## Resistance of HgTe to a shift of its mercury sublattice

In zincblende HgTe each mercury atom sits at the centre of a tetrahedron of tellurium atoms. When the whole mercury sublattice is shifted along a body diagonal of the cube, does the crystal resist equally in both directions? The calculation, at the r2SCAN level, covers one side well and the other with a single small step. Two larger steps on that second side are therefore open to prediction.

Zincblende HgTe (2-atom cell, a = 6.447 Å, not relaxed) with its Hg sublattice shifted, positive towards a Te neighbour. Ansatz 0.2.0, r2SCAN, scalar-relativistic plane-wave PAW, no spin polarisation, 500 eV cutoff, 14×14×14 Gamma-centred k mesh, 0.15 eV Gaussian smearing. Free energies are relative to the unshifted cell; pressure is positive in compression.

| displacement (Å) | energy change (eV a cell) | force along direction (eV/Å summed over the moved atoms) | pressure (GPa) |
| --- | --- | --- | --- |
| -0.1 | 0.016 | 0.304 | 2.85 |
| -0.075 | 0.010 | 0.241 | 2.79 |
| -0.05 | 0.004 | 0.171 | 2.73 |
| 0 | 0.000 | 0.000 | 2.69 |
| 0.025 | 0.001 | -0.102 | 2.70 |
| 0.075 | ? | ? | ? |
| 0.1 | ? | ? | ? |

### What the known points say

The displacement is called $u$ below. The undisturbed cell is cubic, and every shifted row has a lower, trigonal symmetry. The force along direction is positive at negative $u$ and negative at positive $u$, so it pulls mercury back in every displaced row that is known. In a crystal with a polar instability, the force near the symmetric position would point away from it, and the energy would have two wells. Here there is no trace of that.

The spring is not a simple one, however. At −0.1 Å the force divided by the displacement has a size of 3.04 eV/Å². At +0.025 Å it is 4.08 eV/Å², and the rows between these two ends rise steadily from the lower value to the higher. The crystal thus stiffens as mercury moves towards positive $u$. The forces show this far better than the energies, because the energy change at +0.025 Å is only one unit in its last printed digit.

The pressure behaves differently, as it rises whichever way mercury moves. It is also 2.69 GPa before any shift, which means that the cell is smaller than this functional would choose.

### One bond against three

The geometry offers a reason for the stiffening. Along a body diagonal, a mercury atom has one tellurium neighbour straight ahead on one side. On the other side it faces the open triangle formed by its three other neighbours. Moving towards the single neighbour squeezes one bond head-on, while moving away stretches that bond and shortens the other three only slightly.

A chemical bond resists squeezing more and more strongly, but gives way more and more easily when stretched. The stiffer side should therefore be the one with the single tellurium atom ahead, and here that is the side of positive $u$. The record of the run confirms the assignment: positive $u$ points straight at a tellurium neighbour.

A Morse law puts the idea into numbers. If a bond is longer than its starting length by $x$, its tension is taken as

$$T(x)=\frac{K}{b}\left(e^{-bx}-e^{-2bx}\right).$$

Here $K$ is the stiffness of one bond for small changes, and $b$ sets how fast that stiffness changes with length. A negative tension is a push.

With the starting bond length $d=2.79$ Å, the bond ahead has the length $d-u$ after the shift. Each of the other three has the length $r=\sqrt{d^2+2du/3+u^2}$. Adding the pulls along the line of motion gives the force on mercury:

$$F=T(-u)-3\,\frac{u+d/3}{r}\,T(r-d).$$

For small shifts this becomes a spring of stiffness $K(1+3/9)=4K/3$. The bond ahead supplies the 1. Each of the others supplies only 1/9, because it lies at a steep angle to the motion. Three quarters of the stiffness in this picture thus comes from a single bond, which is why the character of that bond shows so clearly in the total.

A least-squares fit to the forces of the five known rows gives $K=2.88$ eV/Å² and $b=2.03$ Å⁻¹. The typical misfit is 0.0003 eV/Å, less than the last printed digit. These are effective constants. The law treats the bonds as free of tension at the start, although the cell is under pressure. HgTe is also partly ionic, and forces from more distant atoms are absorbed in the constants. A close fit shows that the bond picture is sufficient for these forces, not that it is the only possible one.

### The forecast for +0.1 Å, worked through

At +0.1 Å the bond ahead is shortened by the full displacement. Its tension is

$$T(-0.1)=\frac{2.88}{2.03}\left(e^{0.203}-e^{0.406}\right)=1.419\,(1.225-1.501)=-0.392\ \text{eV/Å}.$$

This is a strong push backwards. The other three bonds are each stretched to 2.827 Å, which is only 0.0349 Å more than at the start. Each of them pulls with

$$T(0.0349)=1.419\,(0.9316-0.8678)=0.0905\ \text{eV/Å}.$$

The share of this pull that acts along the line of motion is $(0.1+0.931)/2.827=0.365$. The total force is therefore

$$F=-0.392-3\times0.365\times0.0905=-0.49\ \text{eV/Å}.$$

How far this can be trusted depends on how the stiffening continues beyond the known range. A plainer law, with one term in $u$ and one in $u^2$, was fitted to the same five rows and also has two constants. It gives a weaker force of −0.463 eV/Å at this point. The gap between the two laws guided the error bar, which is a judgement and not a statistical result.

### Energy and pressure from the same bonds

The energy follows by adding up the work done against the bonds. It is a check of consistency more than a separate test, because energy and force belong to the same curve.

The pressure tests more, since it took no part in the fit. Each bond under tension draws the crystal together and each squeezed bond pushes it apart. The change in pressure is

$$\Delta p=-\frac{1}{3V}\sum r_i\,T_i,$$

where the sum runs over the four bonds of a cell of volume $V$, each with its length $r_i$ and tension $T_i$. Whichever way mercury moves, some bonds shorten and others lengthen. The shortened ones gain more push than the lengthened ones gain pull, so the pressure rises on both sides. In the known rows this estimate is off by less than 0.02 GPa.

The two sides need not rise equally. Symmetry forbids a pressure term proportional to $u$ but allows one proportional to $u^3$. If the rise were the same on both sides, the open rows would simply repeat the 2.79 and 2.85 GPa of their mirror images. The bond law places them higher, because on the positive side the squeeze is concentrated in one bond.

The forecast is a stiffer positive side, with no softening and no second well:

- **At +0.075 Å:** force −0.346 ± 0.015 eV/Å, energy change 0.012 ± 0.001 eV, pressure 2.81 ± 0.03 GPa.
- **At +0.1 Å:** force −0.49 ± 0.03 eV/Å, energy change 0.023 ± 0.002 eV, pressure 2.92 ± 0.06 GPa.

### The computed values

The withheld rows as computed:

| displacement (Å) | energy change (eV a cell) | force along direction (eV/Å summed over the moved atoms) | pressure (GPa) |
| --- | --- | --- | --- |
| 0.075 | 0.012 | -0.346 | 2.81 |
| 0.1 | 0.023 | -0.492 | 2.90 |

The stiffening continues as forecast. At +0.075 Å the force agrees with the bond law to the last printed digit. At +0.1 Å the computed −0.492 eV/Å is stronger than the forecast by less than 1 %. Both energies agree within their rounding, as they should once the forces are right.

The error bars on the force proved wider than was needed here. They allowed for the chance that the plainer law was the better guide, and it was not: at +0.1 Å it falls short by 0.029 eV/Å, about 6 % of the force. Both laws have two constants, so the difference lies in their shape. The plainer law lets the stiffness grow in a straight line, whereas the Morse law makes it grow faster the harder the bond is squeezed.

The pressure is the least accurate part of the forecast, though it lies within its range. At +0.1 Å the computed value is 2.90 GPa, so the forecast was about 0.02 GPa too high. That is roughly a tenth of the rise from the undisturbed crystal. With more digits than the table prints, the pressures show the same excess of about a tenth at every shift, small or large. The law therefore has a steady bias and does not merely break down at large shifts. Part of it may come from the push that the compressed bonds carry from the start, which the law leaves out. Forces that depend on bond angles or reach beyond nearest neighbours may matter too, and the data do not separate these causes.

The difference between the two sides is nevertheless captured. The computed pressure at +0.1 Å exceeds that at −0.1 Å by 0.05 GPa, close to what the bond law gives. A rise that depended only on the size of the shift would have made the two equal.

### What this means for a spring constant

Together with the atomic masses, the stiffness for small shifts sets the frequency of the transverse optical vibration at the zone centre, in which the two sublattices move against each other. Such a spring constant can be obtained by moving atoms a little and reading the force. The bond law puts the stiffness for a vanishingly small shift at 3.84 eV/Å². A single step to +0.1 Å would give 4.92 eV/Å², which is 28 % too high by that measure. A single step to −0.1 Å would give a value 21 % too low.

Using both steps removes most of the error, because the leading part of the asymmetry cancels. The pair at ±0.1 Å gives $(0.304+0.492)/0.2=3.98$ eV/Å². The pair at ±0.075 Å gives $(0.241+0.346)/0.15=3.91$ eV/Å², which is closer still to the small-shift value. Paired steps are thus worth their extra calculation along this direction, and smaller pairs are better as long as the forces remain well resolved.

Symmetry tells when such a pair is needed. If mercury were moved along a cube edge instead, two bonds would shorten and two would lengthen whichever way it went, and the two sides would be identical. If tellurium were moved along the present diagonal, the same curve would appear with its sides exchanged, because only the relative position of the two sublattices matters.

The stiffness itself belongs to this compressed cell. The pressure rises when mercury is displaced, which means that the same displacement costs more energy in a smaller cell. A cell allowed to expand to its own equilibrium size should therefore have a somewhat softer spring. Spin–orbit coupling, which is strong in tellurium and important for the electronic bands of HgTe, is also left out, and its effect on the stiffness is not tested here.
